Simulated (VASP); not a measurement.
AgCl (Chlorargyrite): single point with r2SCAN

**Experimental background.**

From a printed reference work, data compilation, for a bulk crystal of AgCl: band gap 3.249 eV (indirect).

The system is AgCl (Chlorargyrite).

```xyz
2
Lattice="0.0000 2.7732 2.7732 2.7732 0.0000 2.7732 2.7732 2.7732 0.0000" Properties=species:S:1:pos:R:3 pbc="T T T"
Ag    0.0000    0.0000    0.0000
Cl    2.7732    2.7732    2.7732
```

```
Program             : VASP 6.6.1
Task                : single point
Functional          : r2SCAN
Potentials or basis : VASP PAW PBE potentials, release 64 (Ag, Cl)
Cutoff              : 520 eV
k mesh              : 6 × 6 × 6
Occupations         : gaussian, width 0.01 eV
Spin                : no spin polarisation
```

```yaml
Pressure: -0.1 GPa
Band_gap_on_the_k_mesh: 1.42 eV, indirect (least direct gap 3.80 eV)
```

Levels at points of the mesh, in eV from the valence-band top:
```csv
k point,band 6,band 7,band 8,band 9,band 10,band 11,band 12,band 13
"(0.00, 0.00, 0.00)",-2.43,-2.43,-2.38,-2.38,1.42,11.34,11.34,11.34
"(0.50, 0.00, 0.00)",-2.07,-1.75,0.00,0.00,4.71,7.16,8.27,8.27
"(0.50, 0.50, 0.00)",-2.20,-1.95,-1.95,-1.84,2.93,8.35,9.24,12.34
```

Run time: 35 s on 1 thread of AMD EPYC 9R45 96-Core Processor (Zen 5), on a shared host, peak memory 0.14 GiB.

A measured gap of AgCl is 3.249 eV (indirect; a printed reference work, data compilation); the calculated 1.42 eV misses it by -1.83 eV. So large a miss can be the level of theory's own, or it may mean another phase, state or a wrong row. Spin-orbit coupling on Ag is left out. The value is that of r2SCAN on a finite k mesh, which can miss the band edges, without temperature or zero-point motion.

Caveat: the PAW data sets were made with another functional, which shifts forces and pressure a little.
